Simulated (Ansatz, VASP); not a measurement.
**One calculation of Be, two programs**

Contents of INCAR:

```
PREC = Accurate
ENCUT = 520
EDIFF = 1E-6
ISMEAR = 0
SIGMA = 0.15
LREAL = False
LASPH = True
NELM = 80
ALGO = Normal
ISIF = 2
LWAVE = False
LCHARG = True
GGA = PS
LELF = True
LVHAR = True
NBANDS = 7
```

Contents of KPOINTS:

```
Automatic mesh
0
Gamma
  26 26 26
```

File POSCAR:

```
Be
1.0
   -1.2421561430      1.2421561430      1.2531209513
    1.2421561430     -1.2421561430      1.2531209513
    1.2640857596      1.2640857596     -1.2531209513
Be
1
Direct
    0.0000000000      0.0000000000      0.0000000000
```

Input for Ansatz:

```yaml
crystal:
  lattice:
    - [-1.242156143, 1.242156143, 1.2531209513]
    - [1.242156143, -1.242156143, 1.2531209513]
    - [1.2640857596, 1.2640857596, -1.2531209513]
  atoms:
    - { symbol: Be, position: [0.0, 0.0, 0.0] }
basis:
  ecutwfc: 420
kpoints:
  mp_grid: { grid: [26, 26, 26] }
hamiltonian:
  xc: pbesol
scf:
  occupations: { method: gaussian, width: 0.15 }
output:
  forces: true
  stress: true
  eigenvalues: true
```

Change from the starting cell: strain +0.0175 x Voigt [0, 0, 0, 0, 0, 1], atoms carried along.

Alike in both runs: task single point; functional PBEsol; k mesh 26 × 26 × 26; occupations gaussian, width 0.15 eV; no spin polarisation.

|  | VASP | Ansatz |
| --- | --- | --- |
| version | VASP 6.6.1 | Ansatz 0.2.0 |
| potentials or method | VASP PAW PBE potentials, release 64 (Be) | scalar-relativistic, plane waves, PAW |
| plane-wave cutoff (eV) | 520 | 420 |
| valence electrons in the cell | 2 | 2 |

VASP gave:

```
gap on the k mesh at the Fermi level (eV)       : none
pressure (GPa)                                  : -1.6
largest component of the traceless stress (GPa) : 3.74
```

Task: What did Ansatz give for the same quantities?

Result: gap on the k mesh at the Fermi level (eV): none; pressure (GPa): -1.9; largest component of the traceless stress (GPa): 3.73.

A gap of «none» marks a metal or a gap that the smearing closes. The functional is the same, so the differences come from potentials, cutoffs and numerics.

Caveats: the PAW data sets were made with another functional, which shifts forces and pressure a little (VASP).
